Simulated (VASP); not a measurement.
Wanted: the native input for a VASP 6.6.1 run.

```yaml
Task: single point
Functional: RPBE
Potentials_or_basis: VASP PAW PBE potentials, release 64 (Zr_sv, N)
Cutoff: 520 eV
k_mesh: 10 × 10 × 10
Occupations: gaussian, width 0.05 eV
Spin: no spin polarisation
Further_INCAR_settings: ALGO = Normal; EDIFF = 1e-06
```

The structure of ZrN lies in POSCAR:

```
ZrN
3.2527
    0.000000000000      0.707104866726      0.707104866726
    0.707104866726      0.000000000000      0.707104866726
    0.707104866726      0.707104866726      0.000000000000
Zr N
1 1
Direct
    0.5000000000      0.5000000000      0.5000000000
    0.0000000000      0.0000000000      0.0000000000
```

The input as run:

INCAR

```
  PREC = Accurate
  ENCUT = 520
  EDIFF = 1E-6
  ISMEAR = 0
  SIGMA = 0.05
  LREAL = F
  LASPH = T
  NELM = 80
  ALGO = Normal
  ISIF = 2
  LWAVE = F
  LCHARG = F
  GGA = RP
```

KPOINTS

```
Automatic mesh
0
Gamma
  10 10 10
```

Potentials or basis: VASP PAW PBE potentials, release 64 (Zr_sv, N).

Launch:

```bash
$ cat potpaw_PBE.64/Zr_sv/POTCAR potpaw_PBE.64/N/POTCAR > POTCAR
$ mpirun -np 1 vasp_std > vasp.out
```

It gave:

```
Pressure               : 3.2 GPa
Band gap on the k mesh : none (metal or under the smearing width)
```

Caveat: the PAW data sets were made with another functional, which shifts forces and pressure a little.

It took 9.2 s on 1 thread of Intel(R) Xeon(R) Platinum 8488C (Sapphire Rapids), with other jobs on the host, peak memory 0.14 GiB.
